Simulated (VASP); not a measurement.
# Si (a cell with a defect) in VASP: relaxation of the atoms with PBE

Aim: the relaxation of the atoms of Si (a cell with a defect) with PBE.

Program: VASP 6.6.1. These are calculated values, not measurements. Logs are shortened: lines on timing, memory, paths and dates and some standing lists are left out, and cuts for length are marked.

## Step 1: The crystal as given

The cell holds a defect, 65 atoms: a = 10.938 Å, b = 10.938 Å, c = 10.938 Å, α = 90.00°, β = 90.00°, γ = 90.00°.

The cell was built by a generator and needn't be a form met in nature.

## Step 2: Relaxation of the atoms, PBE

The input, INCAR:

```
SYSTEM = Si
PREC = Accurate
ENCUT = 300
EDIFF = 1E-6
ISMEAR = -1
SIGMA = 0.05
LREAL = .FALSE.
LASPH = .TRUE.
NELM = 100
ALGO = Normal
ISIF = 2
LWAVE = .FALSE.
LCHARG = .FALSE.
GGA = PE
IBRION = 2
NSW = 60
EDIFFG = -0.02
```

The input, KPOINTS:

```
regular mesh
0
G
  2 2 2
  0 0 0
```

The input, POSCAR:

```
Si
1.0
   10.9380000000      0.0000000000      0.0000000000
    0.0000000000     10.9380000000      0.0000000000
    0.0000000000      0.0000000000     10.9380000000
Si
65
Direct
    0.5000000000      0.0000000000      0.0000000000
    0.7500000000      0.2500000000      0.0000000000
    0.7500000000      0.0000000000      0.2500000000
    0.0000000000      0.0000000000      0.0000000000
    0.2500000000      0.2500000000      0.0000000000
    0.5000000000      0.5000000000      0.0000000000
    0.7500000000      0.7500000000      0.0000000000
    0.2500000000      0.0000000000      0.2500000000
    0.5000000000      0.2500000000      0.2500000000
    0.7500000000      0.5000000000      0.2500000000
    0.5000000000      0.0000000000      0.5000000000
    0.7500000000      0.2500000000      0.5000000000
    0.7500000000      0.0000000000      0.7500000000
    0.0000000000      0.5000000000      0.0000000000
    0.2500000000      0.7500000000      0.0000000000
    0.0000000000      0.2500000000      0.2500000000
    0.2500000000      0.5000000000      0.2500000000
    0.5000000000      0.7500000000      0.2500000000
    0.0000000000      0.0000000000      0.5000000000
    0.2500000000      0.2500000000      0.5000000000
    0.5000000000      0.5000000000      0.5000000000
    0.7500000000      0.7500000000      0.5000000000
    0.2500000000      0.0000000000      0.7500000000
    0.5000000000      0.2500000000      0.7500000000
    0.7500000000      0.5000000000      0.7500000000
    0.0000000000      0.7500000000      0.2500000000
    0.0000000000      0.5000000000      0.5000000000
    0.2500000000      0.7500000000      0.5000000000
    0.0000000000      0.2500000000      0.7500000000
    0.2500000000      0.5000000000      0.7500000000
    0.5000000000      0.7500000000      0.7500000000
    0.0000000000      0.7500000000      0.7500000000
    0.6250000000      0.1250000000      0.1250000000
    0.8750000000      0.3750000000      0.1250000000
    0.8750000000      0.1250000000      0.3750000000
    0.1250000000      0.1250000000      0.1250000000
    0.3750000000      0.3750000000      0.1250000000
    0.6250000000      0.6250000000      0.1250000000
    0.8750000000      0.8750000000      0.1250000000
    0.3750000000      0.1250000000      0.3750000000
    0.6250000000      0.3750000000      0.3750000000
    0.8750000000      0.6250000000      0.3750000000
    0.6250000000      0.1250000000      0.6250000000
    0.8750000000      0.3750000000      0.6250000000
    0.8750000000      0.1250000000      0.8750000000
    0.1250000000      0.6250000000      0.1250000000
    0.3750000000      0.8750000000      0.1250000000
    0.1250000000      0.3750000000      0.3750000000
    0.3750000000      0.6250000000      0.3750000000
    0.6250000000      0.8750000000      0.3750000000
    0.1250000000      0.1250000000      0.6250000000
    0.3750000000      0.3750000000      0.6250000000
    0.6250000000      0.6250000000      0.6250000000
    0.8750000000      0.8750000000      0.6250000000
    0.3750000000      0.1250000000      0.8750000000
    0.6250000000      0.3750000000      0.8750000000
    0.8750000000      0.6250000000      0.8750000000
    0.1250000000      0.8750000000      0.3750000000
    0.1250000000      0.6250000000      0.6250000000
    0.3750000000      0.8750000000      0.6250000000
    0.1250000000      0.3750000000      0.8750000000
    0.3750000000      0.6250000000      0.8750000000
    0.6250000000      0.8750000000      0.8750000000
    0.1250000000      0.8750000000      0.8750000000
    0.2500000000      0.2500000000      0.2500000000
```

Potentials or basis: VASP PAW PBE potentials, release 64 (Si).

Launch:

```sh
$ cat potpaw_PBE.64/Si/POTCAR > POTCAR
$ mpirun -np 1 vasp_std > vasp.out
```

OUTCAR:

```text
SYSTEM = Si
   PREC = Accurate
   ENCUT = 300
   EDIFF = 1E-6
   ISMEAR = -1
   LREAL = .FALSE.
   LASPH = .TRUE.
   NELM = 100
   ISIF = 2
   GGA = PE
   IBRION = 2
   NSW = 60
   EDIFFG = -0.02

 ion  position               nearest neighbor table
   1  0.500  0.000  0.000-  33 2.37  47 2.37  55 2.37  63 2.37
   2  0.750  0.250  0.000-  33 2.37  34 2.37  45 2.37  56 2.37
   3  0.750  0.000  0.250-  33 2.37  35 2.37  39 2.37  50 2.37
   4  0.000  0.000  0.000-  36 2.37  39 2.37  45 2.37  64 2.37
   5  0.250  0.250  0.000-  36 2.37  37 2.37  55 2.37  61 2.37  65 2.73
   6  0.500  0.500  0.000-  37 2.37  38 2.37  56 2.37  62 2.37
   7  0.750  0.750  0.000-  38 2.37  39 2.37  57 2.37  63 2.37
   8  0.250  0.000  0.250-  36 2.37  40 2.37  47 2.37  58 2.37  65 2.73
   9  0.500  0.250  0.250-  33 2.37  37 2.37  40 2.37  41 2.37  65 2.73
  10  0.750  0.500  0.250-  34 2.37  38 2.37  41 2.37  42 2.37
  11  0.500  0.000  0.500-  40 2.37  43 2.37  50 2.37  60 2.37
  12  0.750  0.250  0.500-  35 2.37  41 2.37  43 2.37  44 2.37
  13  0.750  0.000  0.750-  43 2.37  45 2.37  54 2.37  63 2.37
  14  0.000  0.500  0.000-  34 2.37  46 2.37  57 2.37  61 2.37
  15  0.250  0.750  0.000-  46 2.37  47 2.37  62 2.37  64 2.37
  16  0.000  0.250  0.250-  34 2.37  35 2.37  36 2.37  48 2.37  65 2.73
  17  0.250  0.500  0.250-  37 2.37  46 2.37  48 2.37  49 2.37  65 2.73
[... 32 lines left out ...]
  50  0.625  0.875  0.375-   3 2.37  11 2.37  18 2.37  22 2.37
  51  0.125  0.125  0.625-  19 2.37  20 2.37  23 2.37  29 2.37
  52  0.375  0.375  0.625-  20 2.37  21 2.37  24 2.37  30 2.37
  53  0.625  0.625  0.625-  21 2.37  22 2.37  25 2.37  31 2.37
  54  0.875  0.875  0.625-  13 2.37  19 2.37  22 2.37  32 2.37
[... 8 lines left out ...]
  63  0.625  0.875  0.875-   1 2.37   7 2.37  13 2.37  31 2.37
  64  0.125  0.875  0.875-   4 2.37  15 2.37  23 2.37  32 2.37
  65  0.250  0.250  0.250-  36 2.37  37 2.37  40 2.37  48 2.37  17 2.73  20 2.73   5 2.73   8 2.73
                             9 2.73  16 2.73

  LATTYP: Found a simple cubic cell.
 ALAT       =    10.9380000000

  Lattice vectors:

 A1 = (  10.9380000000,   0.0000000000,   0.0000000000)
 A2 = (   0.0000000000,  10.9380000000,   0.0000000000)
 A3 = (   0.0000000000,   0.0000000000,  10.9380000000)

Analysis of symmetry for initial positions (statically):
=====================================================================
 Subroutine PRICEL returns:
 Original cell was already a primitive cell.

 Routine SETGRP: Setting up the symmetry group for a
 simple cubic supercell.

 Subroutine GETGRP returns: Found 24 space group operations
 (whereof  6 operations were pure point group operations)
 out of a pool of 48 trial point group operations.

The static configuration has the point symmetry C_3v.
 The point group associated with its full space group is T_d .

Analysis of symmetry for dynamics (positions and initial velocities):
=====================================================================
 Subroutine PRICEL returns:
 Original cell was already a primitive cell.

 Routine SETGRP: Setting up the symmetry group for a
 simple cubic supercell.

 Subroutine GETGRP returns: Found 24 space group operations
 (whereof  6 operations were pure point group operations)
 out of a pool of 48 trial point group operations.

The dynamic configuration has the point symmetry C_3v.
 The point group associated with its full space group is T_d .

 Subroutine INISYM returns: Found 24 space group operations
 (whereof  6 operations are pure point group operations),
 and found     1 'primitive' translations

----------------------------------------------------------------------------------------

                                     Primitive cell

  volume of cell :    1308.6206

  direct lattice vectors                    reciprocal lattice vectors
    10.938000000  0.000000000  0.000000000     0.091424392  0.000000000  0.000000000
     0.000000000 10.938000000  0.000000000     0.000000000  0.091424392  0.000000000
     0.000000000  0.000000000 10.938000000     0.000000000  0.000000000  0.091424392

  length of vectors
    10.938000000 10.938000000 10.938000000     0.091424392  0.091424392  0.091424392
[... 169 lines left out ...]
   number of dos      NEDOS =    301   number of ions     NIONS =     65
   total plane-waves  NPLWV = 262144
   dimension x,y,z NGX =    64 NGY =   64 NGZ =   64
   dimension x,y,z NGXF=   128 NGYF=  128 NGZF=  128
   ions per type =              65
   NGX,Y,Z   is equivalent  to a cutoff of   9.73,  9.73,  9.73 a.u.
   NGXF,Y,Z  is equivalent  to a cutoff of  19.45, 19.45, 19.45 a.u.
 SYSTEM =  Si
   PREC   = accura    normal or accurate (medium, high low for compatibility)
   ISTART =      0    job   : 0-new  1-cont  2-samecut
   ICHARG =      2    charge: 1-file 2-atom 10-const
   ISPIN  =      1    spin polarized calculation?
   LNONCOLLINEAR =      F non collinear calculations
   LSORBIT =      F    spin-orbit coupling
   LASPH  =      T    aspherical Exc in radial PAW
   ENCUT  =  300.0 eV  22.05 Ry    4.70 a.u.  15.45 15.45 15.45*2*pi/ulx,y,z
   NELM   =    100;   NELMIN=  2; NELMDL= -5     # of ELM steps
   EDIFF  = 0.1E-05   stopping-criterion for ELM
   LREAL  =      F    real-space projection
   EDIFFG = -.2E-01   stopping-criterion for IOM
   NSW    =     60    number of steps for IOM
   IBRION =      2    ionic relax: 0-MD 1-quasi-New 2-CG
   NFREE  =      1    steps in history (QN), initial steepest desc. (CG)
   ISIF   =      2    stress and relaxation
   ISYM   =      2    0-nonsym 1-usesym 2-fastsym
   POTIM  = 0.5000    time-step for ionic-motion
   TEBEG  =    0.0;   TEEND  =   0.0 temperature during run
   PSTRESS=    0.0 pullay stress
   NELECT =     260.0000    total number of electrons
   NUPDOWN=      -1.0000    fix difference up-down
   EMIN   =  10.00;   EMAX   =-10.00  energy-range for DOS
   EFERMI =   0.00;   METHOD = LEGACY
   ISMEAR =    -1;   SIGMA  =   0.05  broadening in eV -4-tet -1-fermi 0-gaus
   EFERMI_NEDOS =   21; number of points for ismear=-14 and -15
   IALGO  =     38    algorithm
   IMIX   =      4    mixing-type and parameters
     AMIX     =   0.40;   BMIX     =  1.00
     AMIX_MAG =   1.60;   BMIX_MAG =  1.00
  volume/ion in A,a.u.               =      20.13       135.86
  Fermi-wavevector in a.u.,A,eV,Ry     =   0.955274  1.805206 12.415979  0.912549
  Thomas-Fermi vector in A             =   2.084097
   LORBIT       =      0    0 simple, 1 ext, 2 COOP (PROOUT), +10 PAW based schemes
   GGA     = PE    functional components
   LHFCALC =     F    Hartree Fock is set to
   AEXX    =    0.0000 exact exchange contribution
   IVDW    =     0    specifies the selected vdW correction
   LEPSILON=     F    determine dielectric tensor
   LRPA    =     F    only Hartree local field effects (RPA)
 conjugate gradient relaxation of ions
 non-spin polarized calculation
  energy-cutoff  :      300.00
  volume of cell :     1308.62
 maximum number of plane-waves:     15515
 NGX is ok and might be reduce to    64
   NGX = 31   NGY = 31   NGZ = 31

--------------------------------------- Ionic step        1  -------------------------------------------

 number of electron     260.0000032 magnetization

 Free energy of the ion-electron system (eV)
  ---------------------------------------------------
  ext. energy  EPLUGINS =         0.00000000
  ---------------------------------------------------
  free energy    TOTEN  =      -348.39316480 eV

  energy without entropy =     -348.30182489  energy(sigma->0) =     -348.34749484

------------------------ aborting loop because EDIFF is reached ----------------------------------------

  FORCE on cell =-STRESS in cart. coord.  units (eV):
  Direction    XX          YY          ZZ          XY          YZ          ZX
  --------------------------------------------------------------------------------------
  -------------------------------------------------------------------------------------
  Total        4.4529984      4.4529984      4.4529984     -0.0000000      0.0000000      0.0000000
  in kB        5.4519186      5.4519186      5.4519186     -0.0000000      0.0000000      0.0000000
  external PRESSURE =       5.4519186 kB  Pullay stress =       0.0000000 kB
[... 278 lines left out ...]
  FREE ENERGIE OF THE ION-ELECTRON SYSTEM (eV)
  ---------------------------------------------------
  free  energy   TOTEN  =      -348.6728022177 eV

  energy  without entropy=     -348.5896987152  energy(sigma->0) =     -348.63125047

[... ionic steps 4 to 7 ...]

--------------------------------------- Ionic step        8  -------------------------------------------

 number of electron     260.0000027 magnetization

------------------------ aborting loop because EDIFF is reached ----------------------------------------
[... 193 lines left out ...]
--------------------------------------- Ionic step       10  -------------------------------------------

 number of electron     260.0000029 magnetization

 Free energy of the ion-electron system (eV)
  ---------------------------------------------------
  ext. energy  EPLUGINS =         0.00000000
  ---------------------------------------------------
  free energy    TOTEN  =      -348.77679981 eV

  energy without entropy =     -348.69515867  energy(sigma->0) =     -348.73597924

 E-fermi :   6.4572     XC(G=0):  -9.4051

 val. band max:        6.3066269831   @ k =   0.0000   0.0000   0.0000
 cond. band min:       6.4579744973   @ k =   0.0000   0.0000   0.0000
 fundamental gap:      0.1513475143
 Fermi energy:         6.4572312489

 k-point     1 :       0.0000    0.0000    0.0000
  band No.  band energies     occupation
      1      -6.5611      2.00000
      2      -5.7220      2.00000
      3      -5.0884      2.00000
      4      -5.0884      2.00000
      5      -5.0884      2.00000
      6      -5.0054      2.00000
[... 569 lines left out ...]
    141       7.2325      0.00000
    142       7.2818      0.00000
 [bands above 142 left out]

------------------------ aborting loop because EDIFF is reached ----------------------------------------

  FORCE on cell =-STRESS in cart. coord.  units (eV):
  Direction    XX          YY          ZZ          XY          YZ          ZX
  --------------------------------------------------------------------------------------
  -------------------------------------------------------------------------------------
  Total        2.5267647      2.5267647      2.5267647      0.0000000      0.0000000      0.0000000
  in kB        3.0935820      3.0935820      3.0935820      0.0000000      0.0000000      0.0000000
  external PRESSURE =       3.0935820 kB  Pullay stress =       0.0000000 kB
[... 80 lines left out ...]
  FREE ENERGIE OF THE ION-ELECTRON SYSTEM (eV)
  ---------------------------------------------------
  free  energy   TOTEN  =      -348.7767998081 eV

  energy  without entropy=     -348.6951586689  energy(sigma->0) =     -348.73597924

 reached required accuracy - stopping structural energy minimisation
```

Run time: 34 min. Hardware: 1 thread of Intel Xeon 6975P-C (Granite Rapids), shared host; peak memory 0.72 GiB.

Results:

```
Free energy                  : -348.7768 eV
Energy gained by relaxing    : 5.9 meV/atom
Ionic steps                  : 10
Pressure after relaxing      : 0.3 GPa
Largest force after relaxing : 0.014 eV/Å
Band gap on the k mesh       : none (metal or under the smearing width)
```

Forces on the atoms (eV/Å):
```
Si  -0.008  0.008  0.008
Si   0.000  0.000  0.001
Si   0.000  0.001  0.000
Si   0.000  0.000  0.000
Si   0.000  0.000  0.001
Si   0.000  0.000  0.000
Si   0.000  0.000  0.002
Si   0.000  0.001  0.000
Si  -0.001  0.000  0.000
Si   0.000 -0.001  0.000
Si   0.000  0.000  0.000
Si   0.000  0.000 -0.001
Si   0.000  0.002  0.000
Si   0.008 -0.008  0.008
Si   0.000  0.000  0.001
Si   0.001  0.000  0.000
Si   0.000 -0.001  0.000
Si  -0.001  0.000  0.000
Si   0.008  0.008 -0.008
Si   0.000  0.000 -0.001
Si  -0.008 -0.008 -0.008
Si   0.000  0.000 -0.002
Si   0.000  0.001  0.000
Si  -0.001  0.000  0.000
Si   0.000 -0.002  0.000
Si   0.001  0.000  0.000
Si   0.000  0.000  0.000
Si   0.000  0.000 -0.001
Si   0.001  0.000  0.000
Si   0.000 -0.001  0.000
Si  -0.002  0.000  0.000
Si   0.002  0.000  0.000
Si  -0.005  0.002  0.002
Si   0.005 -0.002  0.002
Si   0.005  0.002 -0.002
Si  -0.002 -0.002 -0.002
Si   0.002  0.002 -0.002
Si   0.001  0.001  0.013
Si  -0.001 -0.001  0.013
Si   0.002 -0.002  0.002
Si  -0.005 -0.002 -0.002
Si  -0.001  0.001 -0.013
Si   0.001  0.013  0.001
Si  -0.001 -0.013  0.001
Si  -0.001  0.013 -0.001
Si   0.002 -0.005  0.002
Si  -0.002  0.005  0.002
Si  -0.002  0.002  0.002
Si  -0.002 -0.005 -0.002
Si   0.001 -0.001 -0.013
Si   0.002  0.002 -0.005
Si  -0.002 -0.002 -0.005
Si   0.000  0.000  0.000
Si   0.000  0.000  0.000
Si  -0.002  0.002  0.005
Si   0.001 -0.013 -0.001
Si   0.000  0.000  0.000
Si   0.002  0.005 -0.002
Si   0.013  0.001  0.001
Si  -0.013 -0.001  0.001
Si   0.002 -0.002  0.005
Si  -0.013  0.001 -0.001
Si   0.000  0.000  0.000
Si   0.013 -0.001 -0.001
Si   0.000  0.000  0.000
```

Step by step:
| step | energy change (eV) | largest force (eV/Å) | pressure (GPa) |
| --- | --- | --- | --- |
| 1 | 0.0000 | 1.0686 | 0.55 |
| 2 | -0.2392 | 0.5201 | 0.41 |
| 3 | -0.2796 | 0.6045 | 0.36 |
| 4 | -0.3573 | 0.1822 | 0.34 |
| 5 | -0.3686 | 0.1169 | 0.33 |
| 6 | -0.3796 | 0.0462 | 0.32 |
| 7 | -0.3800 | 0.0426 | 0.32 |
| 8 | -0.3823 | 0.0280 | 0.31 |
| 9 | -0.3830 | 0.0365 | 0.31 |
| 10 | -0.3836 | 0.0144 | 0.31 |

Final structure:
```
Si
1.0
    10.93800    0.00000    0.00000
     0.00000   10.93800    0.00000
     0.00000    0.00000   10.93800
Si
65
Direct
  0.50060 0.99940 0.99940
  0.75000 0.25000 0.99980
  0.75000 0.99980 0.25000
  0.99436 0.99436 0.99436
  0.25000 0.25000 0.99679
  0.50564 0.50564 0.99436
  0.75000 0.75000 0.99945
  0.25000 0.99679 0.25000
  0.50321 0.25000 0.25000
  0.75000 0.50020 0.25000
  0.50564 0.99436 0.50564
  0.75000 0.25000 0.50020
  0.75000 0.99945 0.75000
  0.99940 0.50060 0.99940
  0.25000 0.75000 0.99980
  0.99679 0.25000 0.25000
  0.25000 0.50321 0.25000
  0.50020 0.75000 0.25000
  0.99940 0.99940 0.50060
  0.25000 0.25000 0.50321
  0.50060 0.50060 0.50060
  0.75000 0.75000 0.50055
  0.25000 0.99980 0.75000
  0.50020 0.25000 0.75000
  0.75000 0.50055 0.75000
  0.99980 0.75000 0.25000
  0.99436 0.50564 0.50564
  0.25000 0.75000 0.50020
  0.99980 0.25000 0.75000
  0.25000 0.50020 0.75000
  0.50055 0.75000 0.75000
  0.99945 0.75000 0.75000
  0.62560 0.12372 0.12372
  0.87440 0.37628 0.12372
  0.87440 0.12372 0.37628
  0.11920 0.11920 0.11920
  0.38080 0.38080 0.11920
  0.62623 0.62623 0.12551
  0.87377 0.87377 0.12551
  0.38080 0.11920 0.38080
  0.62560 0.37628 0.37628
  0.87377 0.62623 0.37449
  0.62623 0.12551 0.62623
  0.87377 0.37449 0.62623
  0.87377 0.12551 0.87377
  0.12372 0.62560 0.12372
  0.37628 0.87440 0.12372
  0.11920 0.38080 0.38080
  0.37628 0.62560 0.37628
  0.62623 0.87377 0.37449
  0.12372 0.12372 0.62560
  0.37628 0.37628 0.62560
  0.62514 0.62514 0.62514
  0.87486 0.87486 0.62514
  0.37628 0.12372 0.87440
  0.62623 0.37449 0.87377
  0.87486 0.62514 0.87486
  0.12372 0.87440 0.37628
  0.12551 0.62623 0.62623
  0.37449 0.87377 0.62623
  0.12372 0.37628 0.87440
  0.37449 0.62623 0.87377
  0.62514 0.87486 0.87486
  0.12551 0.87377 0.87377
  0.25000 0.25000 0.25000
```

Caveat: the cutoff is under 1.25 times the usual one of these potentials, so pressure, stress and relaxed cells hold a basis-set (Pulay) error.
